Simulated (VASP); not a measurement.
Wanted: the native input for a VASP 6.6.1 run.

```
Task                   : single point
Functional             : PBE
Potentials or basis    : VASP PAW PBE potentials, release 64 (W_sv, C)
Cutoff                 : 520 eV
k mesh                 : 10 × 10 × 9
Occupations            : gaussian, width 0.014 eV
Spin                   : no spin polarisation
Further INCAR settings : ALGO = Fast; EDIFF = 1e-07
```

The structure of WC (Qusongite) lies in POSCAR:

```
WC
1.0
    2.9065000000      0.0000000000      0.0000000000
   -1.4532500000      2.5171028361      0.0000000000
    0.0000000000      0.0000000000      2.8366000000
W C
1 1
Direct
    0.0000000000      0.0000000000      0.0000000000
    0.6666666667      0.3333333333      0.5000000000
```

These files were run (other wordings do the same):

INCAR

```
  PREC = Accurate
  ENCUT = 520
  EDIFF = 1E-7
  ISMEAR = 0
  SIGMA = 0.014
  LREAL = False
  LASPH = True
  NELM = 60
  ALGO = Fast
  ISIF = 2
  LWAVE = False
  LCHARG = True
  GGA = PE
  LELF = True
  LVHAR = True
```

KPOINTS

```
Automatic mesh
0
Gamma
  10 10 9
```

Potentials or basis: VASP PAW PBE potentials, release 64 (W_sv, C).

Run with:

```console
$ cat potpaw_PBE.64/W_sv/POTCAR potpaw_PBE.64/C/POTCAR > POTCAR
$ mpirun -np 1 vasp_std > vasp.out
```

It gave:

The pressure is 6.7 GPa and the band gap on the k mesh is none (metal or under the smearing width).

It took 9.7 s on 1 thread of Intel(R) Xeon(R) 6975P-C (Granite Rapids), with other jobs on the host, peak memory 0.15 GiB.
